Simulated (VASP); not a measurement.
# Sn (I4_1/amd) in VASP: notebook, part 2 of 2

VASP 6.6.1. The steps go on from the part before.

### Step 4. Relaxation of cell and atoms, LDA

The input, INCAR:

```
PREC     = Accurate       # precision mode
ENCUT    = 600            # plane-wave cutoff, eV
EDIFF    = 1E-6           # SCF threshold, eV
ISMEAR   = 1              # smearing method
SIGMA    = 0.1            # smearing width, eV
LREAL    = False          # projectors in reciprocal space
LASPH    = True           # aspherical terms in the spheres
NELM     = 80             # most SCF steps
ALGO     = Normal         # electronic algorithm
ISIF     = 3              # what is computed and relaxed
LWAVE    = False          # write WAVECAR
LCHARG   = False          # write CHGCAR
GGA      = CA             # functional
IBRION   = 2              # ionic algorithm
NSW      = 90             # ionic steps
EDIFFG   = -0.01          # ionic threshold
```

The input, KPOINTS:

```
Automatic mesh
0
Gamma
  16 16 16
```

The input, POSCAR:

```
Sn
1.0
   -2.9196440750      2.9196440750      1.5938000000
    2.9196440750     -2.9196440750      1.5938000000
    2.9196440750      2.9196440750     -1.5938000000
Sn
2
Direct
    0.0000000000      0.0000000000      0.0000000000
    0.7500000000      0.2500000000      0.5000000000
```

Potentials or basis: VASP PAW LDA potentials, release 64 (Sn_d).

Run with:

```console
> cat potpaw_LDA.64/Sn_d/POTCAR > POTCAR
> mpirun -np 1 vasp_std > vasp.out
```

OUTCAR:

```text
PREC = Accurate
   ENCUT = 600
   EDIFF = 1E-6
   ISMEAR = 1
   LREAL = False
   LASPH = True
   NELM = 80
   ISIF = 3
   GGA = CA
   IBRION = 2
   NSW = 90
   EDIFFG = -0.01

 ion  position               nearest neighbor table
   1  0.000  0.000  0.000-   2 3.03   2 3.03   2 3.03   2 3.03
   2  0.750  0.250  0.500-   1 3.03   1 3.03   1 3.03   1 3.03

  LATTYP: Found a body centered tetragonal cell.
 ALAT       =     5.8392881500
 C/A-ratio  =     0.5458884573

  Lattice vectors:

 A1 = (  -2.9196440750,   2.9196440750,   1.5938000000)
 A2 = (   2.9196440750,  -2.9196440750,   1.5938000000)
 A3 = (   2.9196440750,   2.9196440750,  -1.5938000000)

Analysis of symmetry for initial positions (statically):
=====================================================================
[... 328 lines left out ...]

  energy without entropy =       -8.98217370  energy(sigma->0) =       -8.98231056

 E-fermi :   8.1623     XC(G=0): -10.7163

 val. band max:        8.1589685988   @ k =  -0.2500   0.1250   0.0000
 cond. band min:       8.1778507868   @ k =   0.4375   0.3750  -0.0000
 fundamental gap:      0.0188821880
 Fermi energy:         8.1622965068

 k-point     1 :       0.0000    0.0000    0.0000
  band No.  band energies     occupation
      1     -13.4557      2.00000
      2     -13.3703      2.00000
      3     -13.3168      2.00000
      4     -13.3116      2.00000
      5     -13.1280      2.00000
      6     -13.1280      2.00000
[... 481 lines left out ...]
      5     -13.1297      2.00000
      6     -13.1261      2.00000
[... 10 lines left out ...]
     17      14.1971      0.00000
     18      15.3464      0.00000

 [... further k-points ...]

------------------------ aborting loop because EDIFF is reached ----------------------------------------

  FORCE on cell =-STRESS in cart. coord.  units (eV):
  Direction    XX          YY          ZZ          XY          YZ          ZX
  --------------------------------------------------------------------------------------
  -------------------------------------------------------------------------------------
  Total        0.0126363      0.0126363      0.0021899      0.0000000      0.0000000      0.0000000
  in kB        0.3866226      0.3866226      0.0670030      0.0000000      0.0000000      0.0000000
  external PRESSURE =       0.2800827 kB  Pullay stress =       0.0000000 kB
[... 17 lines left out ...]
  FREE ENERGIE OF THE ION-ELECTRON SYSTEM (eV)
  ---------------------------------------------------
  free  energy   TOTEN  =        -8.9823789896 eV

  energy  without entropy=       -8.9821736999  energy(sigma->0) =       -8.98231056

 reached required accuracy - stopping structural energy minimisation
```

OSZICAR:

```text
N       E                     dE             d eps       ncg     rms          rms(c)
DAV:   1     0.210034519775E+03    0.21003E+03   -0.16264E+04 12586   0.265E+03
DAV:   2     0.101364339395E+02   -0.19990E+03   -0.19772E+03 12572   0.474E+02
[... 35 lines left out ...]
   4 F= -.89823148E+01 E0= -.89822362E+01  d E =-.360056E-03
       N       E                     dE             d eps       ncg     rms          rms(c)
DAV:   1    -0.898351687304E+01   -0.12021E-02   -0.30545E-02 14206   0.158E+00    0.162E-01
DAV:   2    -0.898277038570E+01    0.74649E-03   -0.16553E-03 14762   0.710E-01    0.100E-01
DAV:   3    -0.898236833781E+01    0.40205E-03   -0.93033E-04 16532   0.471E-01    0.138E-02
DAV:   4    -0.898237936697E+01   -0.11029E-04   -0.16320E-04 13122   0.162E-01    0.774E-03
DAV:   5    -0.898237898961E+01    0.37736E-06   -0.47737E-06 12666   0.354E-02
   5 F= -.89823790E+01 E0= -.89823106E+01  d E =-.424264E-03
```

Run time: 6.8 min. Hardware: 1 thread of Intel Xeon 6975P-C (Granite Rapids), shared host; peak memory 0.45 GiB.

What came out:

| Quantity | Value |
| --- | --- |
| Free energy | -8.9824 eV |
| Relaxed volume | 26.18 Å³/atom |
| Relaxed cell | a = 4.382 Å, b = 4.382 Å, c = 4.382 Å, α = 97.30°, β = 97.30°, γ = 138.22° |
| Space group after relaxing (to 0.05 Å) | I4_1/amd (No. 141) |
| Energy gained by relaxing | 6.9 meV/atom |
| Ionic steps | 5 |
| Pressure after relaxing | 0.0 GPa |
| Band gap on the k mesh | none (metal or under the smearing width) |

Step by step:
```csv
step,energy change (eV),largest force (eV/Å),pressure (GPa),volume (Å³)
1,0.0000,0.0000,-2.02,54.34
2,-0.0119,0.0000,0.82,51.70
3,-0.0134,0.0000,0.05,52.34
4,-0.0138,0.0000,0.04,52.36
5,-0.0139,0.0000,0.03,52.37
```

Final structure:
```xyz
2
Lattice="-2.8947 2.8947 1.5623 2.8947 -2.8947 1.5623 2.8947 2.8947 -1.5623" Properties=species:S:1:pos:R:3 pbc="T T T"
Sn    0.0000    0.0000    0.0000
Sn    0.0000    2.8947    0.7812
```

LDA usually gives volumes a few per cent too small. Zero-point motion and thermal expansion aren't in these numbers.

### Step 5. Relaxation of cell and atoms, LDA

This run uses another cell than the first one, of 26.18 Å³/atom, 0.964 times its volume.

INCAR, as its differences from that of step 4:

```diff
@@ -2,3 +2,3 @@
 ENCUT    = 600            # plane-wave cutoff, eV
-EDIFF    = 1E-6           # SCF threshold, eV
+EDIFF    = 1E-7           # SCF threshold, eV
 ISMEAR   = 1              # smearing method
@@ -15,2 +15,2 @@
 NSW      = 90             # ionic steps
-EDIFFG   = -0.01          # ionic threshold
+EDIFFG   = -0.005         # ionic threshold
```

KPOINTS is that of step 4.

The input, POSCAR:

```
Sn                                      
1.0
   -2.8947284605      2.8947284605      1.5623128237
    2.8947284605     -2.8947284605      1.5623128237
    2.8947284605      2.8947284605     -1.5623128237
  Sn            
     2
Direct
     0.0000000000000000    0.0000000000000000    0.0000000000000000
     0.7500000000000000    0.2500000000000000    0.5000000000000000
```

Potentials or basis: VASP PAW LDA potentials, release 64 (Sn_d).

Run with:

```console
> cat potpaw_LDA.64/Sn_d/POTCAR > POTCAR
> mpirun -np 1 vasp_std > vasp.out
```

OUTCAR:

```text
PREC = Accurate
   ENCUT = 600
   EDIFF = 1E-7
   ISMEAR = 1
   LREAL = False
   LASPH = True
   NELM = 80
   ISIF = 3
   GGA = CA
   IBRION = 2
   NSW = 90
   EDIFFG = -0.005

 ion  position               nearest neighbor table
   1  0.000  0.000  0.000-   2 3.00   2 3.00   2 3.00   2 3.00   2 3.72   2 3.72   2 3.72   2 3.72

   2  0.750  0.250  0.500-   1 3.00   1 3.00   1 3.00   1 3.00   1 3.72   1 3.72   1 3.72   1 3.72

  LATTYP: Found a body centered tetragonal cell.
 ALAT       =     5.7894569210
 C/A-ratio  =     0.5397096291

  Lattice vectors:

 A1 = (  -2.8947284605,   2.8947284605,   1.5623128237)
 A2 = (   2.8947284605,  -2.8947284605,   1.5623128237)
 A3 = (   2.8947284605,   2.8947284605,  -1.5623128237)

Analysis of symmetry for initial positions (statically):
=====================================================================
 Subroutine PRICEL returns:
 Original cell was already a primitive cell.

[... 169 lines left out ...]
  free energy    TOTEN  =        -8.98221610 eV

  energy without entropy =       -8.98201082  energy(sigma->0) =       -8.98214768

 E-fermi :   8.1623     XC(G=0): -10.7163

 val. band max:        8.1589995777   @ k =  -0.2500   0.1250   0.0000
 cond. band min:       8.1778658103   @ k =   0.4375   0.3750  -0.0000
 fundamental gap:      0.0188662326
 Fermi energy:         8.1623301924

 k-point     1 :       0.0000    0.0000    0.0000
  band No.  band energies     occupation
      1     -13.4555      2.00000
      2     -13.3699      2.00000
      3     -13.3167      2.00000
      4     -13.3112      2.00000
      5     -13.1276      2.00000
      6     -13.1276      2.00000
[... 481 lines left out ...]
      5     -13.1293      2.00000
      6     -13.1258      2.00000
[... 10 lines left out ...]
     17      14.1971      0.00000
     18      15.3553      0.00000

 [... further k-points ...]

------------------------ aborting loop because EDIFF is reached ----------------------------------------

  FORCE on cell =-STRESS in cart. coord.  units (eV):
  Direction    XX          YY          ZZ          XY          YZ          ZX
  --------------------------------------------------------------------------------------
  -------------------------------------------------------------------------------------
  Total       -0.0044894     -0.0044894     -0.0059458      0.0000000      0.0000000      0.0000000
  in kB       -0.1373584     -0.1373584     -0.1819186      0.0000000      0.0000000      0.0000000
  external PRESSURE =      -0.1522118 kB  Pullay stress =       0.0000000 kB

 VOLUME and BASIS-vectors are now :
 -----------------------------------------------------------------------------
  energy-cutoff  :      600.00
  volume of cell :       52.37
      direct lattice vectors                 reciprocal lattice vectors
    -2.894728461  2.894728461  1.562312824     0.000000000  0.172727773  0.320038338
     2.894728461 -2.894728461  1.562312824     0.172727773  0.000000000  0.320038338
     2.894728461  2.894728461 -1.562312824     0.172727773  0.172727773  0.000000000

 POSITION                                       TOTAL-FORCE (eV/Angst)
 -----------------------------------------------------------------------------------
      0.00000      0.00000      0.00000        -0.000000      0.000000     -0.000000
     -0.00000      2.89473      0.78116         0.000000     -0.000000      0.000000
 -----------------------------------------------------------------------------------
    total drift:                               -0.000000      0.000000     -0.000000

  FREE ENERGIE OF THE ION-ELECTRON SYSTEM (eV)
  ---------------------------------------------------
  free  energy   TOTEN  =        -8.9822161011 eV

  energy  without entropy=       -8.9820108241  energy(sigma->0) =       -8.98214768

 reached required accuracy - stopping structural energy minimisation
```

OSZICAR:

```text
N       E                     dE             d eps       ncg     rms          rms(c)
DAV:   1     0.210892576052E+03    0.21089E+03   -0.16275E+04 12598   0.269E+03
DAV:   2     0.100986040371E+02   -0.20079E+03   -0.19853E+03 12570   0.477E+02
DAV:   3    -0.843921841994E+01   -0.18538E+02   -0.18316E+02 14474   0.145E+02
DAV:   4    -0.900477908048E+01   -0.56556E+00   -0.56315E+00 14532   0.274E+01
DAV:   5    -0.902586450654E+01   -0.21085E-01   -0.21084E-01 17038   0.485E+00    0.260E+00
DAV:   6    -0.899487890523E+01    0.30986E-01   -0.38800E-02 16352   0.309E+00    0.142E+00
DAV:   7    -0.898277682846E+01    0.12102E-01   -0.21300E-02 16478   0.220E+00    0.158E-01
DAV:   8    -0.898221084385E+01    0.56598E-03   -0.19282E-03 15270   0.713E-01    0.298E-02
DAV:   9    -0.898221581512E+01   -0.49713E-05   -0.46633E-05 16254   0.711E-02    0.119E-02
DAV:  10    -0.898221610310E+01   -0.28798E-06   -0.39847E-06 16022   0.265E-02    0.120E-03
DAV:  11    -0.898221610113E+01    0.19645E-08   -0.27151E-07 10986   0.741E-03
   1 F= -.89822161E+01 E0= -.89821477E+01  d E =-.898222E+01
```

Wall time 2 min (1 thread of Intel Xeon 6975P-C (Granite Rapids), shared host); peak memory 0.43 GiB.

What came out:

```
Free energy             : -8.9822 eV
Pressure after relaxing : 0.0 GPa
Band gap on the k mesh  : none (metal or under the smearing width)
```

Final structure:
```xyz
2
Lattice="-2.8947 2.8947 1.5623 2.8947 -2.8947 1.5623 2.8947 2.8947 -1.5623" Properties=species:S:1:pos:R:3 pbc="T T T"
Sn    0.0000    0.0000    0.0000
Sn    0.0000    2.8947    0.7812
```

Levels at points of the mesh, in eV from the Fermi level:
| k point | band 11 | band 12 | band 13 | band 14 | band 15 | band 16 | band 17 | band 18 |
| --- | --- | --- | --- | --- | --- | --- | --- | --- |
| (0.00, 0.00, 0.00) | -11.43 | -3.73 | -2.12 | -2.12 | 2.98 | 6.25 | 6.25 | 7.15 |
| (0.50, 0.00, 0.00) | -7.00 | -5.51 | -2.36 | -1.83 | -1.17 | 2.28 | 2.88 | 4.80 |
| (0.50, 0.50, 0.00) | -9.14 | -9.14 | 0.53 | 0.53 | 1.55 | 1.55 | 6.26 | 6.26 |
| (0.50, 0.50, 0.50) | -7.75 | -7.75 | -5.00 | -5.00 | 5.31 | 5.31 | 9.48 | 9.48 |

Caveat: the relaxation stopped at its first step, so nothing moved.
